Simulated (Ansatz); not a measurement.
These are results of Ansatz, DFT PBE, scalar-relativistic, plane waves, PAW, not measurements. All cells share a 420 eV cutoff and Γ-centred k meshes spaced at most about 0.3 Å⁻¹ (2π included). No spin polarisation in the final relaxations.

Temperature and zero-point effects are left out. All come from trial cells, and lower structures may exist.

Question: Which of these relaxed structures of PbS is the lowest in energy?
A.

Space group P6_3/mmc (No. 194). a = 5.031 Å, b = 5.031 Å, c = 6.023 Å, α = 90.00°, β = 90.00°, γ = 120.00°
| atom | site | symmetry | x | y | z |
| --- | --- | --- | --- | --- | --- |
| Pb | 2c | -6m2 | 0.3333 | 0.6667 | 0.2500 |
| S | 2d | -6m2 | 0.6667 | 0.3333 | 0.2500 |

B.

Space group Fm-3m (No. 225). a = 6.009 Å, b = 6.009 Å, c = 6.009 Å, α = 90.00°, β = 90.00°, γ = 90.00°
| atom | site | symmetry | x | y | z |
| --- | --- | --- | --- | --- | --- |
| Pb | 4a | m-3m | 0.0000 | 0.0000 | 0.0000 |
| S | 4b | m-3m | 0.5000 | 0.0000 | 0.0000 |

Answer: B. It has the rock salt type, space group Fm-3m (No. 225); the next, A, with space group P6_3/mmc (No. 194), lies 75 meV/atom higher. Counting S atoms around Pb (those within 1.25 times the shortest such distance or 1.15 times the sum of covalent radii; the shortest distance is added where it is long for a bond), the lowest has Pb 6 from 3.0 Å and the next has Pb 5.

These runs have no spin–orbit coupling, which can matter for Pb. Cells relaxed within their symmetry can be saddle points. The Fm-3m cell of PbS came from shaking the P6_3/mmc one. The part of the Crystallography Open Database at hand lists PbS in space groups No. 12, 225; sharing a group (Fm-3m) doesn't make a cell the listed structure. Some types were kept out of the candidates beforehand, so the set may lack a known form.
